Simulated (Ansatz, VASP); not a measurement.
**WS2 in VASP and in Ansatz**

File INCAR:

```
PREC     = Accurate       # precision mode
ENCUT    = 520            # plane-wave cutoff, eV
EDIFF    = 1E-6           # SCF threshold, eV
ISMEAR   = 0              # smearing method
SIGMA    = 0.1            # smearing width, eV
LREAL    = False          # projectors in reciprocal space
LASPH    = True           # aspherical terms in the spheres
NELM     = 150            # most SCF steps
ALGO     = Normal         # electronic algorithm
ISIF     = 2              # what is computed and relaxed
LWAVE    = False          # write WAVECAR
LCHARG   = False          # write CHGCAR
ISPIN    = 2              # spin polarisation
MAGMOM   = 1.69 -0.07 -0.07 # initial moments
LORBIT   = 11             # projections on sites
LMAXMIX  = 4              # l up to which the mixer works
LDIPOL   = True         
IDIPOL   = 3            
DIPOL    = 0.5 0.5 0.500
GGA      = PE             # functional
NBANDS   = 24             # bands
```

File KPOINTS:

```
Automatic mesh
0
Gamma
  6 6 1
```

Contents of POSCAR:

```
WS2
1.0
    3.9254539400      0.0000000000      0.0000000000
   -1.9627269700      3.3995426000      0.0000000000
    0.0000000000      0.0000000000     17.0000000000
W S
1 2
Direct
    0.0000000000      0.0000000000      0.5000000000
    0.3333333300      0.6666666700      0.5820941900
    0.6666666700      0.3333333300      0.4179058100
```

Input for Ansatz:

```yaml
crystal:
  lattice:
    - [3.92545394, 0.0, 0.0]
    - [-1.96272697, 3.3995426, 0.0]
    - [0.0, 0.0, 17.0]
  atoms:
    - { symbol: W, position: [0.0, 0.0, 0.5] }
    - { symbol: S, position: [0.33333333, 0.66666667, 0.58209419] }
    - { symbol: S, position: [0.66666667, 0.33333333, 0.41790581] }
  periodic: [true, true, false]
basis:
  ecutwfc: 420
kpoints:
  mp_grid: { grid: [6, 6, 1] }
hamiltonian:
  xc: pbe
scf:
  occupations: { method: gaussian, width: 0.1 }
  lower_state_search: "off"
output:
  forces: true
  stress: true
  eigenvalues: true
  populations: true
magnetization:
  spin_polarized: true
```

Change from the starting cell: species swapped into a sheet of the PtS2 type.

Alike in both runs: task single point; functional PBE; k mesh 6 × 6 × 1; occupations gaussian, width 0.1 eV; collinear spin.

|  | VASP | Ansatz |
| --- | --- | --- |
| version | VASP 6.6.1 | Ansatz 0.2.0 |
| potentials or method | VASP PAW PBE potentials, release 64 (W_sv, S) | scalar-relativistic, plane waves, PAW |
| plane-wave cutoff (eV) | 520 | 420 |
| valence electrons in the cell | 26 | 26 |

|  | VASP | Ansatz | Ansatz less VASP |
| --- | --- | --- | --- |
| gap on the k mesh at the Fermi level (eV) | none | none | - |
| rms of the force components (eV/Å) | 0.883 | 0.887 | +0.0033 |
| net moment per atom (μB) | 0.67 | 0.67 | 0.000 |
| size of the moment on the site where the two differ most (μB) | 1.74 | 1.54 | -0.206 |

Site moments also hang on the region over which each program counts them. Atom by atom the forces differ by 0.003 eV/Å (rms over components). A gap of «none» marks a metal or a gap that the smearing closes. Ansatz warned: «no_starting_moments».

The runs have no spin-orbit coupling, so splittings on W are missing.
